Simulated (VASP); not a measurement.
# BN: relaxation of cell and atoms with LDA

Crystal: BN.

```xyz
2
Lattice="0.0000 3.3395 2.1688 1.2538 0.0000 2.1688 1.2538 3.3395 0.0000" Properties=species:S:1:pos:R:3 pbc="T T T"
B     1.2538    3.3395    0.0005
N     1.2538    3.3395    2.8915
```

Measurements of this composition are mostly on another form, of space group No. 194.

| Property | Result |
| --- | --- |
| Program | VASP 6.6.1 |
| Task | relaxation of cell and atoms |
| Functional | LDA |
| Potentials or basis | VASP PAW LDA potentials, release 64 (B, N) |
| Cutoff | 600 eV |
| k mesh | 12 × 12 × 12 |
| Occupations | gaussian, width 0.02 eV |
| Spin | no spin polarisation |
| Dipole correction | no |
| Further INCAR settings | ALGO = Fast; EDIFF = 1e-06; IBRION = 2; EDIFFG = -0.005; NSW = 70; ISIF = 3 |

The relaxed volume is 8.71 Å³/atom, the relaxed cell is a = 3.895 Å, b = 2.488 Å, c = 3.476 Å, α = 79.66°, β = 38.94°, γ = 61.39° and the space group after relaxing (to 0.05 Å) is Fmm2 (No. 42). The energy gained by relaxing is 3.3 meV/atom, the ionic steps are 15 and the pressure after relaxing is 0.0 GPa. The band gap on the k mesh is 3.31 eV, indirect (least direct gap 4.43 eV).

Step by step:
```
step  energy change (eV)  largest force (eV/Å)  pressure (GPa)  volume (Å³)
   1              0.0000                0.0017           -4.98        18.16
   2              0.0161                0.0063            9.96        17.43
   3             -0.0054                0.0007           -0.26        17.92
   4             -0.0054                0.0008           -0.18        17.91
   5             -0.0055                0.0016           -0.16        17.88
   6             -0.0058                0.0089           -0.11        17.80
   7             -0.0063                0.0234           -0.01        17.63
   8             -0.0063                0.0527            0.07        17.29
   9             -0.0065                0.0354           -0.12        17.49
  10             -0.0064                0.0441            0.07        17.39
  11             -0.0065                0.0402           -0.02        17.43
  12             -0.0063                0.1299            0.09        17.38
  13             -0.0065                0.0070            0.01        17.42
  14             -0.0065                0.0108            0.01        17.41
  15             -0.0065                0.0007            0.02        17.42
```

Final structure:
```
CELL_PARAMETERS angstrom
0.00000 3.24480 2.15412
1.24578 0.00000 2.15412
1.24578 3.24480 0.00000
ATOMIC_POSITIONS crystal
B 0.00013 0.00013 0.99987
N 0.66657 0.66657 0.33343
```

Levels at points of the mesh, in eV from the valence-band top:
```csv
k point,band 2,band 3,band 4,band 5,band 6,band 7
"(0.00, 0.00, 0.00)",-4.26,-1.48,-1.47,4.90,11.43,11.55
"(0.50, 0.00, 0.00)",-9.09,-4.32,-1.13,4.37,9.94,13.37
"(0.50, 0.50, 0.00)",-9.25,-4.31,-0.35,6.02,9.45,12.07
"(0.50, 0.00, 0.50)",-6.70,-1.52,-1.46,10.13,11.36,11.48
"(0.00, 0.50, 0.50)",-8.91,-4.39,-1.82,3.31,9.90,14.71
```

Wall time 7.9 min on 1 thread of Intel(R) Xeon(R) Platinum 8175M CPU @ 2.50GHz (Skylake/Cascade Lake), on a shared host, peak memory 0.18 GiB.

A k mesh can miss the band edges. A hybrid or GW would open this gap; LDA tends to underestimate it.
